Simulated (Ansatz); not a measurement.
Runs of Ansatz 0.2.0 on SiO2. It takes space group I4_122 (No. 98, tetragonal). Conventional cell: a = 5.676 Å, b = 5.676 Å, c = 11.320 Å, α = 90.00°, β = 90.00°, γ = 90.00°. Si (site symmetry 2) is surrounded by 4 O at 1.63 to 1.64 Å. O (site symmetry 2) has 2 Si at 1.63 Å as nearest neighbours. O (site symmetry 2) is surrounded by 2 Si at 1.64 Å. The cell comes from a database or a generator and needn't be the stable form of this composition.

```tsv
task	level	cell	cutoff (eV)	points for each segment of the path	gap on the mesh (eV)	pressure (GPa)	largest force (eV/Å)
band structure	r2SCAN	as given	500	10	5.46	(b)	0.45
band structure	PBEsol	as given	420	10	4.82	-2.3	0.19
band structure	LDA	as given	420	10	4.66	-5.9	(a)
relaxation of cell and atoms	BLYP	relaxed	420	-	(c)	0.0	0.01
```

Alike in all rows: potentials or basis Ansatz PAW; no spin polarisation; k mesh 7 × 7 × 7; smearing fermi-dirac 0.05 eV.

Q: Estimate the missing entries.

A: (a) 0.54; (b) -4.4; (c) 4.84.

Caveats: the PAW data sets come from PBE, with cores solved anew for the run's functional, which leaves a small shift of forces and pressure; odd divisions of the mesh miss points on the zone boundary, where band edges often lie, so the gap on the mesh can be too wide (some runs); the plane-wave basis is chosen anew once the cell has moved, so the energies of steps on either side of that aren't comparable (some runs).

A k mesh can miss the band edges.

Runs at the PBE level aren't shown here.
